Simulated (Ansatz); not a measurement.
**Rb on Nb(100): change of the work function**

Aim: the work function of Nb(100) at several coverages of Rb (hollow site), and the dipole that each adsorbate carries.

Main program and level: Ansatz 0.2.0; plane-wave DFT, r2SCAN, Ansatz PAW.

## (1) The structure

The cell holds 5 atoms: 5 Nb. Its edges and angles: a = 3.300 Å, b = 3.300 Å, c = 24.600 Å, α = 90.0°, β = 90.0°, γ = 90.0°. Vacuum lies along c.

As a file:

```cif
data_structure
_symmetry_space_group_name_H-M 'P 1'
_symmetry_Int_Tables_number 1
_cell_length_a 3.3000
_cell_length_b 3.3000
_cell_length_c 24.6000
_cell_angle_alpha 90.000
_cell_angle_beta 90.000
_cell_angle_gamma 90.000
_cell_volume 267.89
loop_
_atom_site_label
_atom_site_type_symbol
_atom_site_fract_x
_atom_site_fract_y
_atom_site_fract_z
_atom_site_occupancy
Nb1 Nb 0.00000 0.00000 0.36585 1
Nb2 Nb 0.50000 0.50000 0.43293 1
Nb3 Nb 0.00000 0.00000 0.50000 1
Nb4 Nb 0.50000 0.50000 0.56707 1
Nb5 Nb 0.00000 0.00000 0.63415 1
```

## (2) The clean slab

The bare slab comes first, as the zero from which every change is counted. The two lowest layers are held at bulk places and the upper ones relax. The dipole correction removes the false field that a one-sided slab makes across the periodic vacuum, so each face gets a flat vacuum level of its own.

Input file input.yaml:

```yaml
crystal:
  lattice:
    - [3.3, 0.0, 0.0]
    - [0.0, 3.3, 0.0]
    - [0.0, 0.0, 24.6]
  atoms:
    - { symbol: Nb, position: [0.0, 0.0, 0.3658536585] }
    - { symbol: Nb, position: [0.5, 0.5, 0.4329268293] }
    - { symbol: Nb, position: [0.0, 0.0, 0.5] }
    - { symbol: Nb, position: [0.5, 0.5, 0.5670731707] }
    - { symbol: Nb, position: [0.0, 0.0, 0.6341463415] }
kpoints:
  mp_grid: { grid: [9, 9, 1] }
hamiltonian:
  xc: r2scan
scf:
  occupations: { method: fermi_dirac, width: 0.1 }
  convergence: { dr2_threshold: 1.0e-08 }
efield:
  axis: 3
  dipole_correction: true
  ramp_position: 0.97
  ramp_width: 0.06
relax:
  f_tol: 0.02
  max_steps: 60
  constraints: [{ sites: [0, 1] }]
output:
  write_potential: true
  write_density: true
  volumetric_format: npy
```

Started as:

```bash
> ansatz run input.yaml --threads 4 --pin off --max-ram 12288MiB --backend cpu --events-out ev --progress --plain --runs-dir out
```

Numbers of over 12 decimals in the logs are rounded to 6 here.

What it wrote:

```text
Engine: ansatz 0.2.0, aarch64-unknown-linux-gnu
Pseudopotentials: kind: paw
Pseudopotential: Nb, paw, valence charge 13, recommended cutoff 500 eV (meta_gga), Nb.paw.azcp
Functional definition: r2SCAN
  parameter k0 = 0.174
  parameter k1 = 0.065
  parameter a1 = 4.9479
  exchange = r2scan_x(k0 = k0, k1 = k1, a1 = a1)
  correlation = r2scan_c
Crystal: 5 atoms, lattice volume = 267.894 Å³
Basis set: ecut = 500 eV, 6761 PW (Γ), exchange–correlation on 100×100×720 points (64 copies of the dense FFT grid, shifted against one another)
Bands: 39, of which v1, the nominal top of the filled ones, is band 33 counted from 1 (32 counted from 0)
Symmetry: 8 space group operations
k-points: 15 of 81
Non-local potential: Nb, projectors of the file, l = 0: 3, l = 1: 2, l = 2: 2, l = 3: 1
PAW form: soft (Blöchl's): semilocal exchange-correlation on the pseudo side does not see the compensation charge
PAW frozen core: Nb, regenerated for the run's functional (the file was generated under x = pbe(κ = 0.804, μ = 0.219515), c = pbe(β = 0.066725))
PAW one-centre angular grid: Nb, 590 points (default); XC on 160 Gauss nodes
Initial density: superposition of atomic densities (neutral atoms: chi_scale 0, normalization atom), corrected by the library's trained network
Initial wavefunctions: pseudopotential atomic-orbital guess
Functional: x = r2scan, c = r2scan; τ floored in thin density (d = 2e-4 eV/Å³)
SCF iter   1: F=—  HF=-22814.702966 eV  |F-HF|=—  |Δ(HF+E_count)|=         —  Δρ=1.13e-2  dr2=3.94e0  dr2_τ=1.10e-1  ethr=1.77e-3  p=0.000 e·Å  D=8.55e-15 V/Å  ΔV_dip=-0.00 eV  dr2_dipole=2.05e-8  V_vac-E_F(+/−)=3.91/3.91 eV  ⟨swp⟩=8.3  Hψ=2840  notcnv=0
efield: sawtooth ramp at fractional position 0.9700 (set: `efield.ramp_position`, or a place that a band, a saddle search or an elastic batch's reference lends), width 0.0600; the density the first Hamiltonian is built on has a dipole p = 0.000 e·Å; the dipole correction subtracts the counter field D = 8.55e-15 V/Å, which shifts the + side's vacuum level by -0.00 eV against the − side's; the planar-averaged density in the ramp window peaks in size at 1.9e-5 e/Å³
preconditioner: auto → LDOS  [metal: Δε(μ)=0.028 eV  Ē_g=3.118 eV  σ=0.100 eV  W_gap=0.07  n_scr=44 (ndim 8)  ℏωp=11.3 eV  f_vac=0.572  D(μ)=5.94/eV (n_scr^D=34)  β→1.0]
SCF iter   2: F=—  HF=-22814.594291 eV  |F-HF|=—  |Δ(HF+E_count)|=   1.09e-1  Δρ=6.47e-3  dr2=1.38e0  dr2_τ=6.35e-2  ethr=1.77e-3  p=0.000 e·Å  D=5.44e-5 V/Å  ΔV_dip=-0.00 eV  dr2_dipole=1.65e-6  V_vac-E_F(+/−)=3.50/3.50 eV  ⟨swp⟩=2.9  Hψ=950  notcnv=0
SCF iter   3: F=—  HF=-22814.570508 eV  |F-HF|=—  |Δ(HF+E_count)|=   2.38e-2  Δρ=1.29e-3  dr2=1.58e-2  dr2_τ=6.25e-4  ethr=1.77e-3  p=0.000 e·Å  D=1.71e-5 V/Å  ΔV_dip=-0.00 eV  dr2_dipole=1.72e-8  V_vac-E_F(+/−)=3.66/3.66 eV  ⟨swp⟩=2.0  Hψ=675  notcnv=0
SCF iter   4: F=—  HF=-22814.574536 eV  |F-HF|=—  |Δ(HF+E_count)|=   4.03e-3  Δρ=5.67e-4  dr2=2.61e-3  dr2_τ=1.40e-4  ethr=2.44e-5  p=0.000 e·Å  D=1.06e-5 V/Å  ΔV_dip=-0.00 eV  dr2_dipole=1.31e-8  V_vac-E_F(+/−)=3.65/3.65 eV  ⟨swp⟩=2.0  Hψ=735  notcnv=0
SCF iter   5: F=—  HF=-22814.574425 eV  |F-HF|=—  |Δ(HF+E_count)|=   1.11e-4  Δρ=1.30e-4  dr2=2.27e-4  dr2_τ=2.49e-5  ethr=4.02e-6  p=0.000 e·Å  D=4.83e-6 V/Å  ΔV_dip=-0.00 eV  dr2_dipole=4.71e-11  V_vac-E_F(+/−)=3.67/3.67 eV  ⟨swp⟩=2.0  Hψ=774  notcnv=0
SCF iter   6: F=—  HF=-22814.574454 eV  |F-HF|=—  |Δ(HF+E_count)|=   2.88e-5  Δρ=6.47e-5  dr2=7.49e-5  dr2_τ=3.92e-6  ethr=3.50e-7  p=0.000 e·Å  D=2.98e-6 V/Å  ΔV_dip=-0.00 eV  dr2_dipole=4.55e-10  V_vac-E_F(+/−)=3.68/3.68 eV  ⟨swp⟩=2.4  Hψ=938  notcnv=0
SCF iter   7: F=—  HF=-22814.574450 eV  |F-HF|=—  |Δ(HF+E_count)|=   3.11e-6  Δρ=2.55e-5  dr2=5.55e-6  dr2_τ=3.26e-7  ethr=1.15e-7  p=0.000 e·Å  D=1.05e-6 V/Å  ΔV_dip=-0.00 eV  dr2_dipole=8.07e-12  V_vac-E_F(+/−)=3.70/3.70 eV  ⟨swp⟩=2.0  Hψ=773  notcnv=0
SCF iter   8: F=—  HF=-22814.574013 eV  |F-HF|=—  |Δ(HF+E_count)|=   4.38e-4  Δρ=8.97e-6  dr2=2.95e-7  dr2_τ=2.55e-8  ethr=8.55e-9  p=0.000 e·Å  D=2.82e-7 V/Å  ΔV_dip=-0.00 eV  dr2_dipole=2.58e-13  V_vac-E_F(+/−)=3.70/3.70 eV  ⟨swp⟩=2.3  Hψ=1044  notcnv=0
SCF iter   9: F=—  HF=-22814.574013 eV  |F-HF|=—  |Δ(HF+E_count)|=   1.93e-7  Δρ=3.16e-6  dr2=8.48e-8  dr2_τ=5.44e-9  ethr=4.54e-10  p=0.000 e·Å  D=1.28e-7 V/Å  ΔV_dip=-0.00 eV  dr2_dipole=5.21e-13  V_vac-E_F(+/−)=3.70/3.70 eV  ⟨swp⟩=3.0  Hψ=1136  notcnv=0
SCF iter  10: F=-22814.574013 eV  HF=-22814.574013 eV  |F-HF|=4.77e-10  |Δ(HF+E_count)|=   1.99e-8  Δρ=9.70e-7  dr2=4.31e-9  dr2_τ=7.11e-10  ethr=1.54e-11  p=0.000 e·Å  D=3.40e-8 V/Å  ΔV_dip=-0.00 eV  dr2_dipole=1.55e-13  V_vac-E_F(+/−)=3.70/3.70 eV  ⟨swp⟩=7.7  Hψ=4433  notcnv=0
SCF 1 converged in 10 iterations: F = -22814.574013 eV  dr2 = 4.31e-9
  greatest PAW one-centre occupation: 1.000 electrons in one spin orbital (limit 2), on the Nb atom at site 1 (counted from 0), in its partial waves of l = 0
relax step   1: F+E_penalty+E_count = -22814.57401306 eV  Δ(F+E_penalty+E_count) = +0.000e0 eV  max|allowed force component| = 1.300e0 eV/Å  Δτ_max = 0.0000 Å  (10 SCF iters, accepted)
Initial density: handed on by an earlier stage of this run
Initial wavefunctions: those handed on with the density
SCF iter   1: F=—  HF=-22814.154339 eV  |F-HF|=—  |Δ(HF+E_count)|=         —  Δρ=1.43e-2  dr2=2.43e0  dr2_τ=4.59e0  ethr=3.10e-3  p=0.000 e·Å  D=3.26e-8 V/Å  ΔV_dip=-0.00 eV  dr2_dipole=2.77e-1  V_vac-E_F(+/−)=3.76/3.76 eV  ⟨swp⟩=6.3  Hψ=1894  notcnv=0
efield: sawtooth ramp at fractional position 0.9700 (set: `efield.ramp_position`, or a place that a band, a saddle search or an elastic batch's reference lends), width 0.0600; the density the first Hamiltonian is built on has a dipole p = 0.000 e·Å; the dipole correction subtracts the counter field D = 3.26e-8 V/Å, which shifts the + side's vacuum level by -0.00 eV against the − side's; the planar-averaged density in the ramp window peaks in size at 2.3e-7 e/Å³
preconditioner: auto → LDOS  [metal: Δε(μ)=0.067 eV  Ē_g=3.117 eV  σ=0.100 eV  W_gap=0.16  n_scr=44 (ndim 8)  ℏωp=11.3 eV  f_vac=0.574  D(μ)=5.51/eV (n_scr^D=26)  β→1.0]
SCF iter   2: F=—  HF=-22814.703821 eV  |F-HF|=—  |Δ(HF+E_count)|=   5.49e-1  Δρ=7.33e-3  dr2=6.49e-1  dr2_τ=6.45e-2  ethr=3.10e-3  p=0.015 e·Å  D=1.01e-2 V/Å  ΔV_dip=-0.25 eV  dr2_dipole=1.62e-1  V_vac-E_F(+/−)=3.53/3.78 eV  ⟨swp⟩=3.1  Hψ=1274  notcnv=0
SCF iter   3: F=—  HF=-22814.683760 eV  |F-HF|=—  |Δ(HF+E_count)|=   2.01e-2  Δρ=2.51e-3  dr2=1.35e-1  dr2_τ=4.41e-3  ethr=9.98e-4  p=0.008 e·Å  D=5.34e-3 V/Å  ΔV_dip=-0.13 eV  dr2_dipole=3.01e-2  V_vac-E_F(+/−)=3.60/3.74 eV  ⟨swp⟩=2.1  Hψ=838  notcnv=0
[...]
preconditioner: auto → LDOS  [metal: Δε(μ)=0.038 eV  Ē_g=3.097 eV  σ=0.100 eV  W_gap=0.10  n_scr=44 (ndim 8)  ℏωp=11.3 eV  f_vac=0.575  D(μ)=5.57/eV (n_scr^D=26)  β→1.0]
SCF iter   2: F=—  HF=-22814.739751 eV  |F-HF|=—  |Δ(HF+E_count)|=   4.47e-2  Δρ=9.90e-4  dr2=1.99e-2  dr2_τ=1.17e-3  ethr=8.74e-5  p=0.013 e·Å  D=8.50e-3 V/Å  ΔV_dip=-0.21 eV  dr2_dipole=2.25e-3  V_vac-E_F(+/−)=3.50/3.70 eV  ⟨swp⟩=2.0  Hψ=1167  notcnv=0
SCF iter   3: F=—  HF=-22814.739261 eV  |F-HF|=—  |Δ(HF+E_count)|=   4.90e-4  Δρ=2.90e-4  dr2=5.62e-4  dr2_τ=2.57e-5  ethr=3.06e-5  p=0.010 e·Å  D=7.08e-3 V/Å  ΔV_dip=-0.17 eV  dr2_dipole=2.25e-5  V_vac-E_F(+/−)=3.53/3.70 eV  ⟨swp⟩=1.7  Hψ=629  notcnv=0
SCF iter   4: F=—  HF=-22814.739290 eV  |F-HF|=—  |Δ(HF+E_count)|=   2.93e-5  Δρ=1.24e-4  dr2=9.17e-5  dr2_τ=1.21e-5  ethr=8.64e-7  p=0.010 e·Å  D=6.77e-3 V/Å  ΔV_dip=-0.17 eV  dr2_dipole=9.64e-6  V_vac-E_F(+/−)=3.54/3.70 eV  ⟨swp⟩=3.1  Hψ=1133  notcnv=0
SCF iter   5: F=—  HF=-22814.739287 eV  |F-HF|=—  |Δ(HF+E_count)|=   3.18e-6  Δρ=3.33e-5  dr2=4.28e-6  dr2_τ=1.78e-7  ethr=1.41e-7  p=0.010 e·Å  D=6.69e-3 V/Å  ΔV_dip=-0.16 eV  dr2_dipole=3.71e-8  V_vac-E_F(+/−)=3.54/3.70 eV  ⟨swp⟩=2.5  Hψ=947  notcnv=0
SCF iter   6: F=—  HF=-22814.738842 eV  |F-HF|=—  |Δ(HF+E_count)|=   4.45e-4  Δρ=8.96e-6  dr2=7.17e-7  dr2_τ=3.60e-8  ethr=6.59e-9  p=0.010 e·Å  D=6.63e-3 V/Å  ΔV_dip=-0.16 eV  dr2_dipole=3.18e-7  V_vac-E_F(+/−)=3.54/3.70 eV  ⟨swp⟩=2.7  Hψ=1118  notcnv=0
SCF iter   7: F=—  HF=-22814.738842 eV  |F-HF|=—  |Δ(HF+E_count)|=   1.48e-8  Δρ=2.64e-6  dr2=1.71e-7  dr2_τ=6.63e-9  ethr=1.10e-9  p=0.010 e·Å  D=6.57e-3 V/Å  ΔV_dip=-0.16 eV  dr2_dipole=2.00e-8  V_vac-E_F(+/−)=3.54/3.70 eV  ⟨swp⟩=2.0  Hψ=834  notcnv=0
SCF iter   8: F=—  HF=-22814.738842 eV  |F-HF|=—  |Δ(HF+E_count)|=   3.45e-9  Δρ=1.13e-6  dr2=1.59e-8  dr2_τ=5.67e-10  ethr=2.63e-10  p=0.010 e·Å  D=6.55e-3 V/Å  ΔV_dip=-0.16 eV  dr2_dipole=8.23e-9  V_vac-E_F(+/−)=3.54/3.70 eV  ⟨swp⟩=2.1  Hψ=740  notcnv=0
SCF iter   9: F=-22814.738842 eV  HF=-22814.738842 eV  |F-HF|=6.00e-10  |Δ(HF+E_count)|=   1.32e-9  Δρ=3.24e-7  dr2=6.59e-10  dr2_τ=8.88e-11  ethr=1.54e-11  p=0.010 e·Å  D=6.54e-3 V/Å  ΔV_dip=-0.16 eV  dr2_dipole=1.35e-11  V_vac-E_F(+/−)=3.54/3.70 eV  ⟨swp⟩=9.4  Hψ=4128  notcnv=0
SCF 5 converged in 9 iterations: F = -22814.738842 eV  dr2 = 6.59e-10
relax step   5: F+E_penalty+E_count = -22814.73884153 eV  Δ(F+E_penalty+E_count) = -1.836e-3 eV  max|allowed force component| = 9.687e-3 eV/Å  Δτ_max = 0.0284 Å  (9 SCF iters, accepted)
NSCF: frozen V_eff on 15 k-points
the band table was solved once a step of the walk had ended and its energy, with any forces and stress, was formed, with the checks that follow a solve (2627 applications of the Hamiltonian). They found nothing against the state; the energy, forces and stress were not computed again (output.eigenvalues in the input reference)
iter 1 solved again at ethr=1.00e-12 eV; its pass at ethr=3.10e-3 eV (dr2=5.93e-10 eV) is discarded
SCF iter   1: F=—  HF=-22814.738842 eV  |F-HF|=—  |Δ(HF+E_count)|=         —  Δρ=3.24e-7  dr2=6.58e-10  dr2_τ=8.87e-11  ethr=1.00e-12  p=0.010 e·Å  D=6.54e-3 V/Å  ΔV_dip=-0.16 eV  dr2_dipole=1.35e-11  V_vac-E_F(+/−)=3.54/3.70 eV  ⟨swp⟩=2.0  Hψ=3106  notcnv=0
efield: sawtooth ramp at fractional position 0.9700 (kept from the solve that this one continues, or follows in the run), width 0.0600; the density the first Hamiltonian is built on has a dipole p = 0.010 e·Å; the dipole correction subtracts the counter field D = 6.54e-3 V/Å, which shifts the + side's vacuum level by -0.16 eV against the − side's; the planar-averaged density in the ramp window peaks in size at 5.1e-7 e/Å³
preconditioner: auto → LDOS  [metal: Δε(μ)=0.051 eV  Ē_g=3.086 eV  σ=0.100 eV  W_gap=0.13  n_scr=44 (ndim 8)  ℏωp=11.3 eV  f_vac=0.575  D(μ)=5.66/eV (n_scr^D=26)  β→1.0]
SCF iter   2: F=-22814.738842 eV  HF=-22814.738842 eV  |F-HF|=7.64e-11  |Δ(HF+E_count)|=  8.80e-10  Δρ=1.74e-7  dr2=2.64e-10  dr2_τ=2.20e-11  ethr=1.00e-12  p=0.010 e·Å  D=6.54e-3 V/Å  ΔV_dip=-0.16 eV  dr2_dipole=4.63e-11  V_vac-E_F(+/−)=3.54/3.70 eV  ⟨swp⟩=8.1  Hψ=3498  notcnv=0
SCF 6 converged in 2 iterations: F = -22814.738842 eV  dr2 = 2.64e-10
NSCF: frozen V_eff on 15 k-points
the band table was solved once a step of the walk had ended and its energy, with any forces and stress, was formed, with the checks that follow a solve (2542 applications of the Hamiltonian). They found nothing against the state; the energy, forces and stress were not computed again (output.eigenvalues in the input reference)
WARN: The output density's exchange-correlation potential varies sharply where the density is thin. Do not read a vacuum level from v_tot or v_xc, or from such a field of the output density. On a cell that repeats whose density bears no net charge and no dipole along the vacuum's axis use v_es (v_loc + v_h of the components); under efield.dipole_correction with no amplitude use v_es + v_field, which holds any externa [...]
SCF converged after 2 iterations
Free energy (F): -22814.738842 eV
Harris-Foulkes:  -22814.738842 eV  (|F-HF|=7.64e-11)
Internal energy: -22814.551123 eV  (E = F + TS)
E sigma→0 (E₀):  -22814.644982 eV
Entropy (-TS):   -0.187719 eV (-37.544 meV/atom)
Fermi energy:    3.769352 eV
Dipole field:    D = 0.006535 V/Å  (p = 0.009675 e·Å, saw-weighted, corrected)
Work function:   Φ+ = 3.5425 eV   Φ− = 3.7032 eV
Levels:          The Fermi level and band energies are counted from a zero that moves with the ramp; work functions are not
--- Per-component energies (eV) ---
  E_band       = -1317.965495
  E_kinetic    = 1962.816137
  E_local      = -68858.807190  (includes V_loc(G=0)·N_el)
  E_nonlocal   = 600.106519
  E_hartree    = 33311.014831
  E_xc         = -843.267600
  E_vxc        = -1176.667784  (∫ρ·V_xc dr)
  E_paw        = -15451.689552  (= ΣΔE_a)
  E_vpaw       = -541.933960  (= ΣTr[D̂ρ^β])
  E_aug_tail   = 0.000020  (compensation charges beyond the density's cutoff)
  E_vtau       = 74.477110  (kinetic-family band-sum trace: ∫τ·v_τ [+ j·A + Jᵃ·Aᵃ] dr)
  E_efield     = 0.000032  (sawtooth field / dipole correction)
  E_vefield    = 0.015166  (∫n·V_field dr)
  E_ewald      = 26466.237833
  E_core_change = -0.962154  (= ΣΔE_core)
  E_smearing   = -0.187719  (= −TS)
  E_closure    = -0.000000  (closes the sum)
  Σ components = -22814.738842   (vs F -22814.738842, Δ=0.00e0)
--- Forces (eV/Å), atoms counted from 1 ---
  atom   1  Nb    -0.00000000     0.00000000     1.40985488
  atom   2  Nb     0.00000000     0.00000000    -1.40173753
  atom   3  Nb    -0.00000000     0.00000000    -0.00969019
  atom   4  Nb     0.00000000     0.00000000     0.00686563
  atom   5  Nb    -0.00000000     0.00000000    -0.00529290
  max |Σ_I F_I| component: 1.14e-7 eV/Å
--- Band table (eV; the first three rows and the last of 15) ---
  k-point 0: bands = [... 29 lower, 3.9721, 3.9879, 3.9929, 3.9929, 4.2061, 4.2061, 4.6910, 4.6910, ... 2 higher]
  k-point 1: bands = [... 29 lower, 3.5236, 3.6934, 3.8155, 4.0137, 4.1598, 4.3499, 4.3906, 4.7324, ... 2 higher]
  k-point 2: bands = [... 29 lower, 3.0725, 3.1381, 3.5812, 3.7197, 4.0424, 4.1123, 4.9226, 5.2967, ... 2 higher]
  k-point 14: bands = [... 29 lower, 2.6655, 2.6906, 3.6698, 3.7844, 5.6948, 5.7284, 6.0033, 6.0344, ... 2 higher]
--- Relaxed structure (5 steps of the walk, 5 accepted, 0 SCFs on fresh bases) ---
  F+E_penalty+E_count = -22814.73884153 eV   max|allowed force component| = 9.687e-3 eV/Å
  atoms:
    - { symbol: Nb, position: [0.0, 0.0, 0.365854] }
    - { symbol: Nb, position: [0.5, 0.5, 0.432927] }
    - { symbol: Nb, position: [0, 0.0, 0.499653] }
    - { symbol: Nb, position: [0.5, 0.5, 0.568271] }
    - { symbol: Nb, position: [0, 0.0, 0.626069] }
```

It took 43 s on 4 threads of Arm Neoverse V2, shared host; peak memory 1.1 GiB.

Relaxation path:

| step | energy less that of the first step (eV) | largest force component (eV/Å) |
| --- | --- | --- |
| 1 | 0.0000 | 1.2997 |
| 2 | -0.1057 | 1.1233 |
| 3 | -0.1575 | 0.2543 |
| 4 | -0.1630 | 0.1365 |
| 5 | -0.1648 | 0.0097 |

The run keeps the 8 symmetry operations that it works with, so distortions that break them were not tested.

The atoms that moved most (Å):

```csv
atom,dx,dy,dz,length
Nb5,0.000,0.000,-0.199,0.199
Nb4,0.000,0.000,0.029,0.029
Nb3,0.000,0.000,-0.009,0.009
```

Final coordinates:

```cif
data_structure
_symmetry_space_group_name_H-M 'P 1'
_symmetry_Int_Tables_number 1
_cell_length_a 3.3000
_cell_length_b 3.3000
_cell_length_c 24.6000
_cell_angle_alpha 90.000
_cell_angle_beta 90.000
_cell_angle_gamma 90.000
_cell_volume 267.89
loop_
_atom_site_label
_atom_site_type_symbol
_atom_site_fract_x
_atom_site_fract_y
_atom_site_fract_z
_atom_site_occupancy
Nb1 Nb 0.00000 0.00000 0.36585 1
Nb2 Nb 0.50000 0.50000 0.43293 1
Nb3 Nb 0.00000 0.00000 0.49965 1
Nb4 Nb 0.50000 0.50000 0.56827 1
Nb5 Nb 0.00000 0.00000 0.62607 1
```

This step gave:

* energy at zero smearing: -22814.6450 eV
* work function, upper face: 3.542 eV
* work function, lower face: 3.703 eV
* dipole along the normal: 0.009675 e·Å
* step between the vacuum levels: -0.1608 eV

Running mean over 1.65 Å of the planar mean; the ramp of the sawtooth is left out. Electron's electrostatic potential energy less the Fermi level against z:

| z (Å) | electron's electrostatic potential energy less the Fermi level (eV) |
| --- | --- |
| 4 | 3.70 |
| 5 | 3.69 |
| 6 | 3.59 |
| 7 | 2.81 |
| 8 | -2.89 |
| 9 | -10.6 |
| 10 | -11.0 |
| 11 | -11.0 |
| 12 | -11.1 |
| 13 | -10.6 |
| 14 | -11.8 |
| 15 | -13.0 |
| 16 | -7.05 |
| 17 | 1.62 |
| 18 | 3.31 |
| 19 | 3.52 |
| 20 | 3.54 |
| 21 | 3.54 |

The relaxation took 5 steps and lowered the energy by 0.16 eV; the largest force on the free atoms ends at 0.0097 eV/Å.

The work function of the upper face is 3.54 eV.

(Continued in part 2 of 6.)

[Logs are printed without paths, hosts, clocks, repeated set-up lines and the standing remarks that a program may print on its own settings, such as how far it seeks lower states.]

[Hosts, paths, dates, database ids (printed as entryN), source tags and the programs' standing remarks are cut or masked in the printed files.]

[Maps of the electrostatic potential energy from Ansatz leave out the sawtooth potential of an applied field or a dipole correction, so their vacuum need not be flat; planar profiles and work functions include it.]
